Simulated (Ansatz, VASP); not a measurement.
Given: the input of a run of Ansatz 0.2.0 on Mg (Magnesium). 

Contents of input.yaml:

```yaml
crystal:
  lattice:
    - [3.2093, 0.0, 0.0]
    - [-1.60465, 2.7793353284, 0.0]
    - [0.0, 0.0, 5.2103]
  atoms:
    - { symbol: Mg, position: [0.6666666667, 0.3333333333, 0.75] }
    - { symbol: Mg, position: [0.3333333333, 0.6666666667, 0.25] }
kpoints:
  mp_grid: { grid: [10, 10, 5] }
scf:
  occupations: { method: gaussian, width: 0.025 }
hamiltonian:
  xc: pbe
  pseudopotentials: { kind: all_electron, lapw: { basis_error: 0.001 } }
output:
  forces: true
  stress: true
  eigenvalues: true
```

Potentials or basis: all-electron LAPW, scalar-relativistic.

The run is started by

```bash
$ ansatz run input.yaml --threads 1 --pin off --max-ram 3072MiB --backend cpu --events-out ev --progress --plain --runs-dir out
```

Question: Translate it to VASP 6.6.1. Potentials or basis there: PBE PAW files Mg, 520 eV.

Answer: As run (cutoffs and basis follow the program's own potentials, and thresholds, step limits or extra output files can differ):

The input INCAR:

```
SYSTEM = Mg
PREC = Accurate ; ENCUT = 520
EDIFF = 1E-7 ; ISMEAR = 0
SIGMA = 0.025 ; LREAL = .False.
LASPH = .True. ; NELM = 60
ALGO = Normal ; ISIF = 2
LWAVE = .False. ; LCHARG = .False.
GGA = PE ; NBANDS = 9
```

Contents of KPOINTS:

```
regular mesh
0
Gamma
  10 10 5
  0 0 0
```

POSCAR

```
Mg
1.0
    3.2093000000      0.0000000000      0.0000000000
   -1.6046500000      2.7793353284      0.0000000000
    0.0000000000      0.0000000000      5.2103000000
Mg
2
Direct
    0.6666666667      0.3333333333      0.7500000000
    0.3333333333      0.6666666667      0.2500000000
```

Potentials or basis: VASP PAW PBE potentials, release 64 (Mg).

Command:

```console
$ cat potpaw_PBE.64/Mg/POTCAR > POTCAR
$ mpirun -np 1 vasp_std > vasp.out
```

Both were run:

|  | Ansatz | VASP |
| --- | --- | --- |
| Pressure | -0.5 GPa | -0.6 GPa |

Where Ansatz's input types no cutoff or centring, it takes its own default and a Γ-centred mesh.

Pressure is positive in compression.
